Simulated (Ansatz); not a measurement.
# Co in Ansatz: further runs

One slab, Co, is run at these levels: PBE; tasks: single point.

All numbers are computed with Ansatz 0.2.0; they aren't measurements. Logs are shortened: lines on timing, memory, paths and dates and some standing lists are left out, and cuts for length are marked.

## (1) The cell of the first run

The cell holds a slab with vacuum, 7 atoms: a = 2.540 Å, b = 2.540 Å, c = 25.774 Å, α = 90.00°, β = 90.00°, γ = 90.00°.

The slab is cut from a database's or a generator's crystal, which needn't be the stable form of the element.

## (2) Single point, PBE, collinear spin, ferromagnetic start (the (1 0 0) slab of Co, cut from the database cell, not relaxed)

input.yaml

```yaml
crystal:
  lattice:
    - [2.539503294, 0.0, 0.0]
    - [0.0, 2.539503294, 0.0]
    - [0.0, 0.0, 25.7742]
  atoms:
    - { symbol: Co, position: [0.5, 0.5, 0.2909886631], spin: 2.0 }
    - { symbol: Co, position: [0.0, 0.0, 0.3606591087], spin: 2.0 }
    - { symbol: Co, position: [0.5, 0.5, 0.4303295544], spin: 2.0 }
    - { symbol: Co, position: [0.0, 0.0, 0.5], spin: 2.0 }
    - { symbol: Co, position: [0.5, 0.5, 0.5696704456], spin: 2.0 }
    - { symbol: Co, position: [0.0, 0.0, 0.6393408913], spin: 2.0 }
    - { symbol: Co, position: [0.5, 0.5, 0.7090113369], spin: 2.0 }
hamiltonian:
  xc: pbe
  pseudopotentials: { kind: nc, source: spms }
magnetization:
  spin_polarized: true
kpoints:
  mp_grid: { grid: [10, 10, 1] }
scf:
  occupations: { method: fermi_dirac, width: 0.05 }
output:
  forces: true
  eigenvalues: true
efield:
  axis: 3
  dipole_correction: true
  ramp_width: 0.04
```

Potentials or basis: SPMS NC.

Started as:

```
$ ansatz run input.yaml --threads 4 --pin off --max-ram 11264MiB --backend cpu --events-out ev --progress --plain --runs-dir out
```

The program printed:

```text
Warning: RAYON_NUM_THREADS=4 ignored (pool sized by the plan → 4); use --threads N
Engine: ansatz 0.2.0, x86_64-unknown-linux-gnu
Pseudopotentials: kind: nc
Pseudopotential: Co, nc, valence charge 17, recommended cutoff 843.5529736256279 eV (normal), Co.nc.azcp
Functional definition: PBE
  parameter kappa = 0.804
  parameter beta = 0.06672455060314922
  exchange = pbe_x(kappa = kappa, mu = beta*pi^2/3)
  correlation = pbe_c(beta = beta)
Crystal: 7 atoms, lattice volume = 166.220 Å³
Basis set: ecut = 843.5529736256279 eV, 9163 PW (Γ), exchange–correlation on 50×50×500 points (8 copies of the dense FFT grid, shifted against one another)
Bands: 80, of which v1, the nominal top of the filled ones, is band 60 counted from 1 (59 counted from 0)
Symmetry: 8 space group operations
k-points: 21 of 100
Non-local potential: Co, projectors of the file, l = 0: 2, l = 1: 2, l = 2: 2
Initial density: superposition of atomic densities (neutral atoms: chi_scale 0, normalization atom)
Starting moments: Σ|m| = 14 μB on 7 of 7 sites
Initial wavefunctions: pseudopotential atomic-orbital guess
Functional: x = pbe(κ = 0.804, μ = 0.2195149727645171), c = pbe(β = 0.06672455060314922)
SCF iter   1: F=—  HF=-26978.189764 eV  |F-HF|=—  |Δ(HF+E_count)|=         —  Δρ=7.54e-2 (↑6.05e-2 ↓7.54e-2)  dr2=7.95e1  dr2_m=5.67e0  M=12.052 μB ∫|m|=12.298 μB  β_m=0.30  ethr=3.10e-3  p=0.000 e·Å  D=8.79e-14 V/Å  ΔV_dip=-0.00 eV  dr2_dipole=1.54e-5  V_vac-E_F(+/−)=9.01/9.01 eV  ⟨swp⟩=12.6  Hψ=20184  notcnv=0  defer=65
efield: sawtooth ramp at fractional position 0.9800 (placed from the atoms, in the widest stretch of the axis that holds none; the zero of the levels goes with the place), width 0.0400; the density the first Hamiltonian is built on has a dipole p = 0.000 e·Å; the dipole correction subtracts the counter field D = 8.79e-14 V/Å, which shifts the + side's vacuum level by -0.00 eV against the − side's; the planar-averaged density in the ramp window peaks in size at 7.9e-9 e/Å³
preconditioner: auto → LDOS  [metal: Δε(μ)=0.002 eV  Ē_g=7.887 eV  σ=0.050 eV  W_gap=0.01  n_scr=48 (ndim 8)  ℏωp=22.9 eV  f_vac=0.461  D(μ)=10.22/eV (n_scr^D=102)]
spin=Collinear: LDOS preconditioning applied to the charge; magnetization (m = ρ↑ − ρ↓) channel mixes plain (no charge-response kernel on spin).
SCF iter   2: F=—  HF=-26977.571689 eV  |F-HF|=—  |Δ(HF+E_count)|=   6.18e-1  Δρ=5.60e-2 (↑4.33e-2 ↓5.60e-2)  dr2=5.39e1  dr2_m=2.76e0  M=12.143 μB ∫|m|=12.504 μB  β_m=0.30  ethr=3.10e-3  p=-0.000 e·Å  D=-2.13e-5 V/Å  ΔV_dip=0.00 eV  dr2_dipole=2.60e-6  V_vac-E_F(+/−)=7.48/7.48 eV  ⟨swp⟩=2.3  Hψ=4253  notcnv=0  defer=232  κ⁻¹=1.0e0(r=1)
SCF iter   3: F=—  HF=-26977.930439 eV  |F-HF|=—  |Δ(HF+E_count)|=   3.59e-1  Δρ=5.89e-2 (↑3.00e-2 ↓5.89e-2)  dr2=4.91e1  dr2_m=2.48e0  M=12.222 μB ∫|m|=12.678 μB  β_m=0.30  ethr=3.10e-3  p=-0.000 e·Å  D=-1.21e-4 V/Å  ΔV_dip=0.00 eV  dr2_dipole=1.25e-4  V_vac-E_F(+/−)=1.26/1.26 eV  ⟨swp⟩=4.3  Hψ=8875  notcnv=0  defer=267  κ⁻¹=2.6e-4(r=2)
[... 29 lines left out ...]
SCF iter  27: F=-26977.077490 eV  HF=-26977.077493 eV  |F-HF|=3.10e-6  |Δ(HF+E_count)|=   1.30e-6  Δρ=1.85e-5 (↑2.87e-6 ↓1.85e-5)  dr2=2.79e-6  dr2_m=9.51e-8  M=12.351 μB ∫|m|=13.453 μB  β_m=1.00  ethr=4.16e-12  p=-0.000 e·Å  D=-1.73e-6 V/Å  ΔV_dip=0.00 eV  dr2_dipole=3.86e-7  V_vac-E_F(+/−)=4.58/4.58 eV  ⟨swp⟩=3.3  Hψ=6177  notcnv=0  κ⁻¹=1.3e-3(r=2)
SCF iter  28: F=-26977.077491 eV  HF=-26977.077493 eV  |F-HF|=1.89e-6  |Δ(HF+E_count)|=   3.99e-8  Δρ=1.08e-5 (↑1.14e-6 ↓1.08e-5)  dr2=1.88e-6  dr2_m=3.63e-8  M=12.351 μB ∫|m|=13.453 μB  β_m=1.00  ethr=4.16e-12  p=-0.000 e·Å  D=-1.81e-7 V/Å  ΔV_dip=0.00 eV  dr2_dipole=3.19e-8  V_vac-E_F(+/−)=4.58/4.58 eV  ⟨swp⟩=3.4  Hψ=6430  notcnv=0  κ⁻¹=3.0e-4(r=3)
SCF iter  29: F=-26977.077493 eV  HF=-26977.077493 eV  |F-HF|=1.07e-7  |Δ(HF+E_count)|=   1.85e-8  Δρ=2.66e-6 (↑3.54e-7 ↓2.66e-6)  dr2=8.64e-8  dr2_m=2.30e-9  M=12.351 μB ∫|m|=13.453 μB  ethr=4.16e-12  p=-0.000 e·Å  D=-1.74e-7 V/Å  ΔV_dip=0.00 eV  dr2_dipole=2.21e-8  V_vac-E_F(+/−)=4.58/4.58 eV  ⟨swp⟩=4.5  Hψ=9681  notcnv=0
SCF 1 converged in 29 iterations: F = -26977.077493 eV  dr2 = 8.64e-8
SCF converged after 29 iterations
an eigenvalue changed by more than its tolerance at an iteration that met the thresholds in force, so the SCF went on 2 times, its first undamped step at iteration 25: the last check found none over its tolerance
Magnetization: 12.3512 μB (65.6756 up, 53.3244 down)
Absolute magnetization: 13.4525 μB (∫|ρ↑−ρ↓|)
Spin contamination: 0.2477 ħ² per cell (⟨S²⟩ above its minimum at these occupations)
Per-site moments (μB) at R_I (Å): [(1.9344100879655657, 1.0475451084688934), (1.7867967474042092, 1.0475451084688934), (1.790227746166144, 1.0475451084688936), (1.7740368291295754, 1.0475451084688936), (1.7901992581941863, 1.0475451084688936), (1.786771509112034, 1.0475451084688934), (1.9344094769483275, 1.0475451084688934)]
Free energy (F): -26977.077493 eV
Harris-Foulkes:  -26977.077493 eV  (|F-HF|=1.07e-7)
Internal energy: -26977.004800 eV  (E = F + TS)
E sigma→0 (E₀):  -26977.041147 eV
Entropy (-TS):   -0.072693 eV (-10.385 meV/atom)
Fermi energy:    7.100077 eV
Dipole field:    D = -0.000219 V/Å  (p = -0.000201 e·Å, saw-weighted, corrected)
Work function:   Φ+ = 4.5844 eV   Φ− = 4.5787 eV
Levels:          The Fermi level and band energies are counted from a zero that moves with the ramp; work functions are not
--- Per-component energies (eV) ---
  E_band       = -3091.551581
  E_kinetic    = 10550.368965
  E_local      = -246025.366468  (includes V_loc(G=0)·N_el)
  E_nonlocal   = -1478.844604
  E_hartree    = 118759.082162
  E_xc         = -4423.530207
  E_vxc        = -3655.908459  (∫ρ·V_xc dr)
  E_efield     = 0.000000  (sawtooth field / dipole correction)
  E_vefield    = 0.000000  (∫n·V_field dr)
  E_ewald      = 95641.285353
  E_smearing   = -0.072693  (= −TS)
  E_closure    = -0.000000  (closes the sum)
  Σ components = -26977.077493   (vs F -26977.077493, Δ=0.00e0)
--- Forces (eV/Å), atoms counted from 1 ---
  atom   1  Co    -0.00000000     0.00000000     0.73466894
  atom   2  Co    -0.00000000     0.00000000    -0.31857497
  atom   3  Co    -0.00000000     0.00000000     0.03929733
  atom   4  Co     0.00000000     0.00000000     0.00004938
  atom   5  Co     0.00000000     0.00000000    -0.03926057
  atom   6  Co     0.00000000     0.00000000     0.31853573
  atom   7  Co     0.00000000     0.00000000    -0.73470772
  max |Σ_I F_I| component: 8.11e-6 eV/Å
--- Band table (eV; the first three rows and the last of 42) ---
  k-point 0 ↑: bands = ["-88.8105", "-88.8067", "-88.7865", "-88.7793", "-88.7525", "-88.7118", "-88.7118", "-52.3855", "-52.3693", "-52.3228", "-52.2678", "-52.2598", "-52.2598", "-52.2502", "-52.2502", "-52.2328", "-52.2142", "-52.2142", "-52.2047", "-52.2047", "-52.1965", "-52.1650", "-52.1650", "-52.1600", "-52.1405", "-52.1405", "-52.1402", "-52.1402", "-1.3722", "-0.7472", "0.2299", "1.3170", "2.0185", "2.1115", "2.1677", "2.6849", "2.8852", "3.2027", "3.5531", "3.9007", "4.1581", "4.3201", "4.4545", "4.4545", "4.6093", "4.6444", "4.6444", "4.6780", "4.9505", "4.9505", "5.0094", "5.1807", "5.2594", "5.3067", "5.3156", "5.3156", "5.3589", "5.4731", "5.5880", "5.7163", "5.7163", "5.7556", "5.8690", "5.9747", "6.0626", "6.0626", "6.3057", "6.3057", "6.4734", "7.8179", "8.8830", "11.4037", "11.7740", "12.8368", "14.3146", "15.6825", "17.6660", "17.7553", "20.6841", "20.7380"]
  k-point 1 ↑: bands = ["-88.8081", "-88.8046", "-88.7852", "-88.7785", "-88.7520", "-88.7107", "-88.7107", "-52.3797", "-52.3670", "-52.3286", "-52.2811", "-52.2673", "-52.2568", "-52.2539", "-52.2501", "-52.2478", "-52.2155", "-52.2128", "-52.2092", "-52.2042", "-52.2020", "-52.1692", "-52.1677", "-52.1653", "-52.1513", "-52.1481", "-52.1402", "-52.1400", "-1.1245", "-0.5094", "0.4501", "1.5126", "2.1683", "2.2649", "2.3150", "2.7720", "2.9632", "3.2675", "3.6020", "3.9311", "4.1758", "4.3649", "4.3880", "4.4944", "4.5038", "4.5140", "4.6446", "4.7465", "4.8357", "4.8844", "4.9081", "5.1402", "5.1552", "5.2453", "5.2799", "5.3077", "5.4248", "5.4586", "5.4824", "5.5376", "5.6586", "5.7584", "5.8349", "5.8580", "5.9513", "6.0426", "6.1375", "6.2879", "7.0780", "8.3704", "9.5033", "11.6408", "12.0299", "13.0658", "14.5496", "15.8550", "17.8133", "17.9453", "19.4982", "20.1354"]
  k-point 2 ↑: bands = ["-88.8017", "-88.7990", "-88.7817", "-88.7767", "-88.7510", "-88.7079", "-88.7079", "-52.3643", "-52.3641", "-52.3494", "-52.3141", "-52.2895", "-52.2857", "-52.2556", "-52.2486", "-52.2477", "-52.2413", "-52.2133", "-52.2094", "-52.2091", "-52.2032", "-52.1928", "-52.1874", "-52.1671", "-52.1666", "-52.1627", "-52.1395", "-52.1394", "-0.4113", "0.1615", "1.0380", "1.9715", "2.5117", "2.6308", "2.6711", "3.0123", "3.1868", "3.4835", "3.7993", "4.0319", "4.1241", "4.2837", "4.3355", "4.4342", "4.4547", "4.5407", "4.5834", "4.6119", "4.6880", "4.7263", "4.8137", "4.9079", "4.9850", "5.1038", "5.1379", "5.2236", "5.2524", "5.3084", "5.3586", "5.3905", "5.5459", "5.6379", "5.7648", "5.8684", "6.0425", "6.1691", "6.2165", "6.6688", "8.0202", "9.4722", "10.7878", "12.3447", "12.8019", "13.7364", "15.2504", "15.9054", "16.5879", "16.7774", "17.8383", "18.4284"]
  k-point 20 ↓: bands = ["-87.3993", "-87.3993", "-87.3944", "-87.3944", "-87.3793", "-87.2402", "-87.2402", "-50.5223", "-50.5223", "-50.5011", "-50.5011", "-50.4579", "-50.4579", "-50.4249", "-50.4249", "-50.3929", "-50.3929", "-50.3861", "-50.3861", "-50.3712", "-50.3704", "-50.3694", "-50.2830", "-50.2830", "-50.2830", "-50.2830", "-50.2136", "-50.2136", "3.4479", "3.4769", "3.7599", "3.8775", "4.0811", "4.0811", "4.1318", "4.3245", "4.3245", "4.5284", "4.6215", "4.7498", "4.7498", "5.3487", "5.3487", "6.1029", "6.1029", "6.9979", "6.9979", "7.3605", "7.4877", "7.6275", "7.8630", "7.9095", "7.9095", "7.9340", "8.1284", "8.1408", "8.2951", "8.2958", "8.2995", "8.2995", "8.3283", "8.3309", "8.3309", "10.0097", "10.0097", "11.3354", "11.3354", "12.9178", "12.9178", "14.6391", "14.6391", "16.4586", "16.4586", "16.8845", "16.8868", "16.9897", "17.0287", "17.1595", "17.4293", "17.5467"]
```

Wall time 41 s (4 threads of Intel Xeon Platinum 8488C (Sapphire Rapids), shared host); peak memory 1.5 GiB.

Results:

| Quantity | Value |
| --- | --- |
| Free energy | -26977.0775 eV |
| Largest force | 0.735 eV/Å |
| Band gap on the k mesh | none (metal or under the smearing width) |
| Net moment | 12.35 μB per cell |
| Absolute moment | 13.45 μB per cell |
| Site moments | Co +1.93, +1.79, +1.77 μB |
| Work function of the upper face | 4.58 eV |
| Work function of the lower face | 4.58 eV |
| Dipole across the slab | 0.000 e·Å |

Forces in eV/Å, atoms in the order of the input:
```
Co   0.000  0.000  0.735
Co   0.000  0.000 -0.319
Co   0.000  0.000  0.039
Co   0.000  0.000  0.000
Co   0.000  0.000 -0.039
Co   0.000  0.000  0.319
Co   0.000  0.000 -0.735
```

Caveat: the cell was measured hot, at 1300 K.

## (3) Single point, PBE, collinear spin, ferromagnetic start (the (1 0 0) slab of Co, cut from the database cell, not relaxed)

Changes to input.yaml since step 2:

```diff
@@ -15,3 +15,3 @@
   xc: pbe
-  pseudopotentials: { kind: nc, source: spms }
+  pseudopotentials: { kind: nc, accuracy: standard }
 magnetization:
```

Potentials or basis: PseudoDojo standard (PBE files).

Started as:

```
$ ansatz run input.yaml --threads 4 --pin off --max-ram 11264MiB --backend cpu --events-out ev --progress --plain --runs-dir out
```

The program printed:

```text
Warning: RAYON_NUM_THREADS=4 ignored (pool sized by the plan → 4); use --threads N
[... 2 set-up lines as earlier in the session ...]
Pseudopotential: Co, nc, valence charge 17, recommended cutoff 1306.14654 eV (normal), Co.nc.azcp (PseudoDojo's, or run here from an input of PseudoDojo's; its table is named by hamiltonian.pseudopotentials.accuracy)
[... 5 set-up lines as earlier in the session ...]
[... 64 lines left out ...]
  E_nonlocal   = -3596.151230
  E_hartree    = 120281.514859
  E_xc         = -5335.096099
  E_vxc        = -3996.793896  (∫ρ·V_xc dr)
  E_efield     = 0.000000  (sawtooth field / dipole correction)
  E_vefield    = 0.000000  (∫n·V_field dr)
  E_ewald      = 95641.285353
  E_smearing   = -0.069749  (= −TS)
  E_closure    = 0.000000  (closes the sum)
  Σ components = -29148.231346   (vs F -29148.231346, Δ=0.00e0)
--- Forces (eV/Å), atoms counted from 1 ---
  atom   1  Co    -0.00000000     0.00000000     0.73008575
  atom   2  Co     0.00000000     0.00000000    -0.32024325
  atom   3  Co    -0.00000000     0.00000000     0.03452541
  atom   4  Co     0.00000000     0.00000000     0.00001727
  atom   5  Co    -0.00000000     0.00000000    -0.03451225
  atom   6  Co     0.00000000     0.00000000     0.32022479
  atom   7  Co    -0.00000000     0.00000000    -0.73009712
  max |Σ_I F_I| component: 6.05e-7 eV/Å
--- Band table (eV; the first three rows and the last of 42) ---
  k-point 0 ↑: bands = ["-89.6756", "-89.6714", "-89.6509", "-89.6451", "-89.6172", "-89.5976", "-89.5975", "-53.0738", "-53.0571", "-53.0107", "-52.9556", "-52.9487", "-52.9487", "-52.9386", "-52.9386", "-52.9200", "-52.9009", "-52.9009", "-52.8926", "-52.8926", "-52.8845", "-52.8539", "-52.8539", "-52.8488", "-52.8351", "-52.8351", "-52.8346", "-52.8346", "-2.0806", "-1.4546", "-0.4744", "0.6210", "1.3331", "1.4268", "1.4841", "2.0074", "2.2078", "2.5245", "2.8727", "3.2214", "3.4806", "3.6434", "3.7784", "3.7784", "3.9293", "3.9693", "3.9693", "3.9996", "4.2760", "4.2760", "4.3289", "4.4993", "4.5770", "4.6266", "4.6399", "4.6399", "4.6773", "4.7884", "4.9027", "5.0421", "5.0421", "5.0748", "5.1897", "5.2951", "5.3883", "5.3883", "5.6298", "5.6298", "5.7900", "7.1374", "8.1970", "10.7697", "11.1344", "12.1991", "13.6721", "15.0257", "16.9842", "17.0993", "20.0239", "20.0622"]
  k-point 1 ↑: bands = ["-89.6732", "-89.6693", "-89.6495", "-89.6442", "-89.6167", "-89.5966", "-89.5966", "-53.0680", "-53.0549", "-53.0166", "-52.9683", "-52.9565", "-52.9458", "-52.9429", "-52.9367", "-52.9363", "-52.9033", "-52.8994", "-52.8965", "-52.8920", "-52.8894", "-52.8588", "-52.8577", "-52.8541", "-52.8456", "-52.8406", "-52.8349", "-52.8345", "-1.8320", "-1.2160", "-0.2535", "0.8173", "1.4850", "1.5790", "1.6318", "2.0946", "2.2859", "2.5894", "2.9218", "3.2519", "3.4982", "3.6882", "3.7113", "3.8181", "3.8252", "3.8375", "3.9690", "4.0672", "4.1577", "4.2093", "4.2308", "4.4618", "4.4790", "4.5654", "4.5998", "4.6252", "4.7475", "4.7724", "4.8041", "4.8618", "4.9763", "5.0816", "5.1560", "5.1822", "5.2754", "5.3640", "5.4615", "5.6115", "6.3964", "7.6900", "8.8179", "11.0064", "11.3893", "12.4275", "13.9066", "15.1966", "17.1332", "17.2882", "18.7886", "19.4291"]
  k-point 2 ↑: bands = ["-89.6667", "-89.6637", "-89.6461", "-89.6422", "-89.6155", "-89.5940", "-89.5940", "-53.0526", "-53.0524", "-53.0378", "-53.0006", "-52.9764", "-52.9750", "-52.9443", "-52.9377", "-52.9365", "-52.9300", "-52.8996", "-52.8970", "-52.8957", "-52.8905", "-52.8852", "-52.8802", "-52.8577", "-52.8552", "-52.8526", "-52.8345", "-52.8343", "-1.1160", "-0.5425", "0.3369", "1.2786", "1.8301", "1.9456", "1.9886", "2.3349", "2.5093", "2.8053", "3.1198", "3.3534", "3.4472", "3.6044", "3.6568", "3.7554", "3.7767", "3.8636", "3.9065", "3.9348", "4.0113", "4.0496", "4.1370", "4.2324", "4.3068", "4.4261", "4.4546", "4.5470", "4.5764", "4.6237", "4.6782", "4.7117", "4.8650", "4.9603", "5.0864", "5.1933", "5.3669", "5.4924", "5.5396", "5.9872", "7.3378", "8.7915", "10.1042", "11.7094", "12.1582", "13.0964", "14.6052", "15.2118", "15.9153", "16.0713", "17.1318", "17.7501"]
  k-point 20 ↓: bands = ["-87.7658", "-87.7658", "-87.7619", "-87.7618", "-87.7490", "-87.5962", "-87.5962", "-51.1228", "-51.1228", "-51.1008", "-51.1008", "-51.0568", "-51.0568", "-51.0242", "-51.0242", "-50.9902", "-50.9902", "-50.9857", "-50.9857", "-50.9701", "-50.9672", "-50.9661", "-50.8786", "-50.8786", "-50.8785", "-50.8785", "-50.8094", "-50.8093", "2.7756", "2.8060", "3.0906", "3.2112", "3.4205", "3.4205", "3.4674", "3.6633", "3.6633", "3.8718", "3.9658", "4.0892", "4.0892", "4.6910", "4.6910", "5.4497", "5.4497", "6.3543", "6.3543", "6.7396", "6.8686", "7.0153", "7.2515", "7.2870", "7.2870", "7.3266", "7.5191", "7.5326", "7.6821", "7.6828", "7.6903", "7.6903", "7.7174", "7.7198", "7.7198", "9.2994", "9.2994", "10.6363", "10.6363", "12.2207", "12.2207", "13.9403", "13.9403", "15.7565", "15.7565", "16.2155", "16.2174", "16.3195", "16.3588", "16.4919", "16.7589", "16.8872"]
```

It took 81 s on 4 threads of Intel Xeon Platinum 8488C (Sapphire Rapids), shared host; peak memory 2.6 GiB.

What came out:

| Quantity | Value |
| --- | --- |
| Free energy | -29148.2313 eV |
| Largest force | 0.730 eV/Å |
| Band gap on the k mesh | none (metal or under the smearing width) |
| Net moment | 12.41 μB per cell |
| Absolute moment | 13.61 μB per cell |
| Site moments | Co +1.95, +1.80, +1.81, +1.79 μB |
| Work function of the upper face | 4.59 eV |
| Work function of the lower face | 4.59 eV |
| Dipole across the slab | 0.000 e·Å |

Forces in eV/Å, atoms in the order of the input:
```
Co   0.000  0.000  0.730
Co   0.000  0.000 -0.320
Co   0.000  0.000  0.035
Co   0.000  0.000  0.000
Co   0.000  0.000 -0.035
Co   0.000  0.000  0.320
Co   0.000  0.000 -0.730
```

Caveat: the cell was measured hot, at 1300 K.

(Continued in part 2 of 2.)
